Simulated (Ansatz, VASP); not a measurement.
ZrB2: VASP beside Ansatz

INCAR

```
SYSTEM = ZrB2
PREC     = Accurate       ! precision mode
ENCUT    = 520            ! plane-wave cutoff, eV
EDIFF    = 1E-6           ! SCF threshold, eV
ISMEAR   = -1             ! smearing method
SIGMA    = 0.05           ! smearing width, eV
LREAL    = .FALSE.        ! projectors in reciprocal space
LASPH    = .TRUE.         ! aspherical terms in the spheres
NELM     = 100            ! most SCF steps
ALGO     = Normal         ! electronic algorithm
ISIF     = 2              ! what is computed and relaxed
LWAVE    = .FALSE.        ! write WAVECAR
LCHARG   = .TRUE.         ! write CHGCAR
GGA      = PE             ! functional
LELF     = .TRUE.         ! ELF
LVHAR    = .TRUE.       
NBANDS   = 16             ! bands
```

KPOINTS

```
regular mesh
0
G
  11 11 9
  0 0 0
```

The input POSCAR:

```
ZrB2
1.0
    3.1675246616      0.0000000000      0.0000000000
   -1.5837623308      2.7431568240      0.0000000000
    0.0000000000      0.0000000000      3.5523880600
Zr B
1 2
Direct
    0.0000000000      0.0000000000      0.0000000000
    0.2733333333      0.6366666667      0.5000000000
    0.7266666667      0.3633333333      0.5000000000
```

Input for Ansatz:

```yaml
crystal:
  lattice:
    - [3.1675246616, 0.0, 0.0]
    - [-1.5837623308, 2.743156824, 0.0]
    - [0.0, 0.0, 3.55238806]
  atoms:
    - { symbol: Zr, position: [0.0, 0.0, 0.0] }
    - { symbol: B, position: [0.2733333333, 0.6366666667, 0.5] }
    - { symbol: B, position: [0.7266666667, 0.3633333333, 0.5] }
kpoints:
  mp_grid: { grid: [11, 11, 9] }
scf:
  occupations: { method: fermi_dirac, width: 0.05 }
hamiltonian:
  xc: pbe
  pseudopotentials: { kind: all_electron, lapw: { basis_error: 0.001 } }
output:
  forces: true
  stress: true
  eigenvalues: true
  populations: true
```

Change from the starting cell: shortest bond scaled by 0.82, LAPW.

Alike in both runs: task single point; functional PBE; k mesh 11 × 11 × 9; occupations fermi-dirac, width 0.05 eV; no spin polarisation.

```csv
,VASP,Ansatz
version,VASP 6.6.1,Ansatz 0.2.0
potentials or method,"VASP PAW PBE potentials, release 64 (Zr_sv, B)","all-electron LAPW, scalar-relativistic"
plane-wave cutoff (eV),520,see its input
```

Ansatz gave:

- pressure (GPa): 10.3
- largest component of the traceless stress (GPa): 11.55
- rms of the force components (eV/Å): 2.990

Problem. Estimate VASP's values.

Solution. Pressure (GPa): 10.4; largest component of the traceless stress (GPa): 11.59; rms of the force components (eV/Å): 3.007.

Atom by atom the forces differ by 0.016 eV/Å (rms over components). Ansatz ran all-electron here, so the differences hold the error of VASP's frozen core and of both bases.

Caveats: forces of over 1 eV/Å show positions far from the minimum, so gaps and moduli don't describe the material at rest.
